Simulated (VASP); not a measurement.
# InSe in VASP: a series of runs, part 2 of 3

VASP 6.6.1. Earlier steps stand in the parts before.

## Step 3: Single point, PBE

This run uses another cell than the first one, of 113.15 Å³/atom, 1.232 times its volume.

INCAR reads:

```
SYSTEM = InSe
  ALGO = Normal
  DIPOL = 0.5 0.5 0.500
  EDIFF = 1E-7
  ENCUT = 400
  GGA = PE
  IDIPOL = 3
  ISIF = 2
  ISMEAR = 0
  LASPH = .True.
  LCHARG = .False.
  LDIPOL = .True.
  LREAL = .False.
  LVACPOTAV = .True.
  LVHAR = .True.
  LWAVE = .False.
  NBANDS = 20
  NELM = 120
  PREC = Accurate
  SIGMA = 0.05
```

KPOINTS reads:

```
k-points
0
Gamma
  6 6 1
  0 0 0
```

POSCAR reads:

```
InSe
1.0
    4.0500000000      0.0000000000      0.0000000000
   -2.0250000000      3.5074028900      0.0000000000
    0.0000000000      0.0000000000     15.9311500000
In Se
1 1
Direct
    0.3333333333      0.6666666667      0.4707758071
    0.6666666667      0.3333333333      0.5292241929
```

Potentials or basis: VASP PAW PBE potentials, release 64 (In_d, Se).

Launch:

```console
> cat potpaw_PBE.64/In_d/POTCAR potpaw_PBE.64/Se/POTCAR > POTCAR
> mpirun -np 1 vasp_std > vasp.out
```

OUTCAR:

```text
SYSTEM = InSe
   EDIFF = 1E-7
   ENCUT = 400
   GGA = PE
   ISIF = 2
   ISMEAR = 0
   LASPH = .True.
   LREAL = .False.
   NELM = 120
   PREC = Accurate

 Found      7 irreducible k-points:

 Following reciprocal coordinates:
            Coordinates               Weight
  0.000000  0.000000  0.000000      1.000000
  0.166667  0.000000  0.000000      6.000000
  0.333333 -0.000000  0.000000      6.000000
  0.500000 -0.000000  0.000000      3.000000
  0.166667  0.166667  0.000000      6.000000
  0.333333  0.166667  0.000000     12.000000
   k-points           NKPTS =      7   k-points in BZ     NKDIM =      7   number of bands    NBANDS=     20
   number of dos      NEDOS =    301   number of ions     NIONS =      2
   total plane-waves  NPLWV =  84672
   dimension x,y,z NGX =    28 NGY =   28 NGZ =  108
   dimension x,y,z NGXF=    56 NGYF=   56 NGZF=  216
   ions per type =               1   1
   NGX,Y,Z   is equivalent  to a cutoff of  11.49, 11.49, 11.27 a.u.
   NGXF,Y,Z  is equivalent  to a cutoff of  22.99, 22.99, 22.54 a.u.
 SYSTEM =  InSe
   PREC   = accura    normal or accurate (medium, high low for compatibility)
   ISTART =      0    job   : 0-new  1-cont  2-samecut
   ICHARG =      2    charge: 1-file 2-atom 10-const
   ISPIN  =      1    spin polarized calculation?
   LNONCOLLINEAR =      F non collinear calculations
   LSORBIT =      F    spin-orbit coupling
   LASPH  =      T    aspherical Exc in radial PAW
   ENCUT  =  400.0 eV  29.40 Ry    5.42 a.u.   6.60  6.60 25.98*2*pi/ulx,y,z
   NELM   =    120;   NELMIN=  2; NELMDL= -5     # of ELM steps
   EDIFF  = 0.1E-06   stopping-criterion for ELM
   LREAL  =      F    real-space projection
   EDIFFG = 0.1E-05   stopping-criterion for IOM
   NSW    =      0    number of steps for IOM
   IBRION =     -1    ionic relax: 0-MD 1-quasi-New 2-CG
   NFREE  =      0    steps in history (QN), initial steepest desc. (CG)
   ISIF   =      2    stress and relaxation
   ISYM   =      2    0-nonsym 1-usesym 2-fastsym
   POTIM  = 0.5000    time-step for ionic-motion
   TEBEG  =    0.0;   TEEND  =   0.0 temperature during run
   PSTRESS=    0.0 pullay stress
   NELECT =      19.0000    total number of electrons
   NUPDOWN=      -1.0000    fix difference up-down
   EMIN   =  10.00;   EMAX   =-10.00  energy-range for DOS
   EFERMI =   0.00;   METHOD = LEGACY
   ISMEAR =     0;   SIGMA  =   0.05  broadening in eV -4-tet -1-fermi 0-gaus
   EFERMI_NEDOS =   21; number of points for ismear=-14 and -15
   IALGO  =     38    algorithm
   IMIX   =      4    mixing-type and parameters
     AMIX     =   0.40;   BMIX     =  1.00
     AMIX_MAG =   1.60;   BMIX_MAG =  1.00
  volume/ion in A,a.u.               =     113.15       763.58
  Fermi-wavevector in a.u.,A,eV,Ry     =   0.716853  1.354656  6.991737  0.513878
  Thomas-Fermi vector in A             =   1.805381
   LORBIT       =      0    0 simple, 1 ext, 2 COOP (PROOUT), +10 PAW based schemes
   GGA     = PE    functional components
   LHFCALC =     F    Hartree Fock is set to
   AEXX    =    0.0000 exact exchange contribution
   IVDW    =     0    specifies the selected vdW correction
   LEPSILON=     F    determine dielectric tensor
   LRPA    =     F    only Hartree local field effects (RPA)
 non-spin polarized calculation
 Gauss-broadening in eV      SIGMA  =   0.05
  energy-cutoff  :      400.00
  volume of cell :      226.30
 maximum number of plane-waves:      4143
 NGX is ok and might be reduce to    28
   NGX = 13   NGY = 13   NGZ = 51

 number of electron      18.9999996 magnetization

 dipolmoment           0.000000      0.000000      0.035239 electrons x Angstroem

 Free energy of the ion-electron system (eV)
  ---------------------------------------------------
  ext. energy  EPLUGINS =         0.00000000
  ---------------------------------------------------
  free energy    TOTEN  =        -5.64812593 eV

  energy without entropy =       -5.63092255  energy(sigma->0) =       -5.63952424

 E-fermi :  -1.8053     XC(G=0):  -3.0232

 val. band max:       -1.8105756599   @ k =   0.3333   0.1667   0.0000
 cond. band min:      -1.8026399350   @ k =   0.3333   0.3333   0.0000
 fundamental gap:      0.0079357250
 Fermi energy:        -1.8053136394

 k-point     1 :       0.0000    0.0000    0.0000
  band No.  band energies     occupation
      1     -17.2708      2.00000
      2     -17.0603      2.00000
      3     -17.0603      2.00000
      4     -16.8747      2.00000
      5     -16.8747      2.00000
      6     -16.0242      2.00000
[... 12 lines left out ...]
     19       6.3548      0.00000
[... 99 lines left out ...]
      4     -16.8809      2.00000
      5     -16.8574      2.00000
      6     -14.8516      2.00000
[... 12 lines left out ...]
     19       6.3893      0.00000
     20       6.7644      0.00000

 [... further k-points ...]

------------------------ aborting loop because EDIFF is reached ----------------------------------------

  FORCE on cell =-STRESS in cart. coord.  units (eV):
  Direction    XX          YY          ZZ          XY          YZ          ZX
  --------------------------------------------------------------------------------------
  -------------------------------------------------------------------------------------
  Total        4.8890236      4.8890236      1.7073162      0.0000000      0.0000000     -0.0000000
  in kB       34.6134517     34.6134518     12.0875068      0.0000000      0.0000000     -0.0000000
  external PRESSURE =      27.1048034 kB  Pullay stress =       0.0000000 kB

 VOLUME and BASIS-vectors are now :
 -----------------------------------------------------------------------------
  energy-cutoff  :      400.00
  volume of cell :      226.30
      direct lattice vectors                 reciprocal lattice vectors
     4.050000000  0.000000000  0.000000000     0.246913580  0.142555622  0.000000000
    -2.025000000  3.507402890  0.000000000     0.000000000  0.285111244  0.000000000
     0.000000000  0.000000000 15.931150000     0.000000000  0.000000000  0.062770108

 POSITION                                       TOTAL-FORCE (eV/Angst)
 -----------------------------------------------------------------------------------
     -0.00000      2.33827      7.50000        -0.000000      0.000000     -1.858528
      2.02500      1.16913      8.43115         0.000000     -0.000000      1.858528
 -----------------------------------------------------------------------------------
    total drift:                               -0.000000     -0.000000     -0.000851

  FREE ENERGIE OF THE ION-ELECTRON SYSTEM (eV)
  ---------------------------------------------------
  free  energy   TOTEN  =        -5.6481259263 eV

  energy  without entropy=       -5.6309225484  energy(sigma->0) =       -5.63952424

 vacuum level on the upper side and lower side of the slab         2.563         2.114
```

OSZICAR:

```text
N       E                     dE             d eps       ncg     rms          rms(c)
DAV:   1     0.130508595272E+03    0.13051E+03   -0.64118E+03   280   0.585E+02
DAV:   2     0.733822534033E+01   -0.12317E+03   -0.12047E+03   316   0.183E+02
DAV:   3    -0.551892317043E+01   -0.12857E+02   -0.12711E+02   360   0.706E+01
[... 15 lines left out ...]
DAV:  19    -0.564812289710E+01   -0.11133E-04   -0.47090E-07   276   0.281E-03    0.117E-03
DAV:  20    -0.564812445801E+01   -0.15609E-05   -0.43124E-08   284   0.104E-03    0.936E-04
DAV:  21    -0.564812565052E+01   -0.11925E-05   -0.51650E-08   244   0.960E-04    0.254E-04
DAV:  22    -0.564812584051E+01   -0.18999E-06   -0.68030E-09   280   0.482E-04    0.997E-05
DAV:  23    -0.564812592627E+01   -0.85768E-07   -0.47695E-09   248   0.261E-04
   1 F= -.56481259E+01 E0= -.56395242E+01  d E =-.172034E-01
```

stdout:

```text
POSCAR found type information on POSCAR InSe
 POSCAR found :  2 types and       2 ions
 scaLAPACK will be used
 LDA part: xc-table for (Slater+PW92), standard interpolation
 POSCAR, INCAR and KPOINTS ok, starting setup
 FFT: planning ... GRIDC
 FFT: planning ... GRID_SOFT
 FFT: planning ... GRID
 WAVECAR not read
 entering main loop
 -----------------------------------------------------------------------------
|                                                                             |
|           W    W    AA    RRRRR   N    N  II  N    N   GGGG   !!!           |
|           W    W   A  A   R    R  NN   N  II  NN   N  G    G  !!!           |
|           W    W  A    A  R    R  N N  N  II  N N  N  G       !!!           |
|           W WW W  AAAAAA  RRRRR   N  N N  II  N  N N  G  GGG   !            |
|           WW  WW  A    A  R   R   N   NN  II  N   NN  G    G                |
|           W    W  A    A  R    R  N    N  II  N    N   GGGG   !!!           |
|                                                                             |
|     Did not find any points to average over, which means that no vacuum     |
|     field-free region was found. Please increase the size of  your cell     |
|     in the dimension of the dipole correction to obtain accurate            |
|     workfunction values.                                                    |
|                                                                             |
 -----------------------------------------------------------------------------
```

It took 65 s on 1 thread of Intel Xeon Platinum 8259CL at 2.50GHz (Skylake/Cascade Lake), shared host; peak memory 0.26 GiB.

These settings aren't checked as converged: the numbers below hold their error.

Results:

- Free energy: -5.6481 eV
- Largest force: 1.859 eV/Å
- Band gap on the k mesh: none (metal or under the smearing width)
- Work function of the upper face: 4.37 eV
- Work function of the lower face: 3.92 eV

## Step 4: Single point, PBE

This run uses another cell than the first one, of 77.64 Å³/atom, 0.845 times its volume.

INCAR is that of step 3.

KPOINTS reads:

```
k-points
0
Gamma
  8 8 1
  0 0 0
```

POSCAR reads:

```
InSe
1.0
    4.0500000000      0.0000000000      0.0000000000
   -2.0250000000      3.5074028900      0.0000000000
    0.0000000000      0.0000000000     10.9311500000
In Se
1 1
Direct
    0.3333333333      0.6666666667      0.4574084154
    0.6666666667      0.3333333333      0.5425915846
```

Potentials or basis: VASP PAW PBE potentials, release 64 (In_d, Se).

Launch:

```console
> cat potpaw_PBE.64/In_d/POTCAR potpaw_PBE.64/Se/POTCAR > POTCAR
> mpirun -np 1 vasp_std > vasp.out
```

OUTCAR:

```text
SYSTEM = InSe
   EDIFF = 1E-7
   ENCUT = 400
   GGA = PE
   ISIF = 2
   ISMEAR = 0
   LASPH = .True.
   LREAL = .False.
   NELM = 120
   PREC = Accurate

 Found     10 irreducible k-points:

 Following reciprocal coordinates:
            Coordinates               Weight
  0.000000  0.000000  0.000000      1.000000
  0.125000 -0.000000  0.000000      6.000000
  0.250000 -0.000000  0.000000      6.000000
  0.375000 -0.000000  0.000000      6.000000
  0.500000 -0.000000  0.000000      3.000000
  0.125000  0.125000  0.000000      6.000000
   k-points           NKPTS =     10   k-points in BZ     NKDIM =     10   number of bands    NBANDS=     20
[... 221 lines left out ...]
  -------------------------------------------------------------------------------------
  Total        4.8360056      4.8360056      1.7035309     -0.0000000      0.0000000      0.0000000
  in kB       49.8988849     49.8988851     17.5773767     -0.0000000      0.0000000      0.0000000
  external PRESSURE =      39.1250489 kB  Pullay stress =       0.0000000 kB

 VOLUME and BASIS-vectors are now :
 -----------------------------------------------------------------------------
  energy-cutoff  :      400.00
  volume of cell :      155.28
      direct lattice vectors                 reciprocal lattice vectors
     4.050000000  0.000000000  0.000000000     0.246913580  0.142555622  0.000000000
    -2.025000000  3.507402890  0.000000000     0.000000000  0.285111244  0.000000000
     0.000000000  0.000000000 10.931150000     0.000000000  0.000000000  0.091481683

 POSITION                                       TOTAL-FORCE (eV/Angst)
 -----------------------------------------------------------------------------------
     -0.00000      2.33827      5.00000        -0.000000     -0.000000     -1.858607
      2.02500      1.16913      5.93115         0.000000      0.000000      1.858607
 -----------------------------------------------------------------------------------
    total drift:                               -0.000001      0.000000      0.001237

  FREE ENERGIE OF THE ION-ELECTRON SYSTEM (eV)
  ---------------------------------------------------
  free  energy   TOTEN  =        -5.6725410666 eV

  energy  without entropy=       -5.6689982124  energy(sigma->0) =       -5.67076964

 vacuum level on the upper side and lower side of the slab         3.615         3.109
```

OSZICAR:

```text
N       E                     dE             d eps       ncg     rms          rms(c)
DAV:   1     0.132580283892E+03    0.13258E+03   -0.69329E+03   400   0.645E+02
DAV:   2     0.757496270086E+01   -0.12501E+03   -0.12013E+03   416   0.194E+02
DAV:   3    -0.548585741891E+01   -0.13061E+02   -0.12910E+02   500   0.747E+01
DAV:   4    -0.593473550003E+01   -0.44888E+00   -0.44791E+00   492   0.178E+01
DAV:   5    -0.594907100390E+01   -0.14336E-01   -0.14334E-01   568   0.267E+00    0.592E+00
DAV:   6    -0.568487777337E+01    0.26419E+00   -0.47638E-01   596   0.952E+00    0.346E+00
DAV:   7    -0.567324038699E+01    0.11637E-01   -0.12857E-01   480   0.226E+00    0.863E-01
DAV:   8    -0.567232235813E+01    0.91803E-03   -0.10513E-02   532   0.993E-01    0.338E-01
DAV:   9    -0.567211493885E+01    0.20742E-03   -0.18217E-03   468   0.207E-01    0.118E-01
DAV:  10    -0.567204255656E+01    0.72382E-04   -0.25107E-04   508   0.122E-01    0.600E-02
DAV:  11    -0.567203363095E+01    0.89256E-05   -0.22828E-04   432   0.656E-02    0.373E-02
DAV:  12    -0.567215105108E+01   -0.11742E-03   -0.47509E-05   424   0.357E-02    0.173E-02
DAV:  13    -0.567242565907E+01   -0.27461E-03   -0.11198E-04   412   0.462E-02    0.165E-02
DAV:  14    -0.567251001556E+01   -0.84356E-04   -0.15533E-05   460   0.158E-02    0.102E-02
DAV:  15    -0.567253666826E+01   -0.26653E-04   -0.92643E-06   408   0.161E-02    0.293E-03
DAV:  16    -0.567254052608E+01   -0.38578E-05   -0.11693E-06   464   0.587E-03    0.185E-03
DAV:  17    -0.567254109750E+01   -0.57142E-06   -0.52841E-07   408   0.256E-03    0.171E-03
DAV:  18    -0.567254106663E+01    0.30868E-07   -0.37846E-08   412   0.125E-03
   1 F= -.56725411E+01 E0= -.56707696E+01  d E =-.354285E-02
```

It took 36 s on 1 thread of Intel Xeon Platinum 8259CL at 2.50GHz (Skylake/Cascade Lake), shared host; peak memory 0.23 GiB.

These settings aren't checked as converged: the numbers below hold their error.

Results:

* Free energy: -5.6725 eV
* Largest force: 1.859 eV/Å
* Band gap on the k mesh: none (metal or under the smearing width)
* Work function of the upper face: 4.31 eV
* Work function of the lower face: 3.80 eV

(Continued in part 3 of 3.)
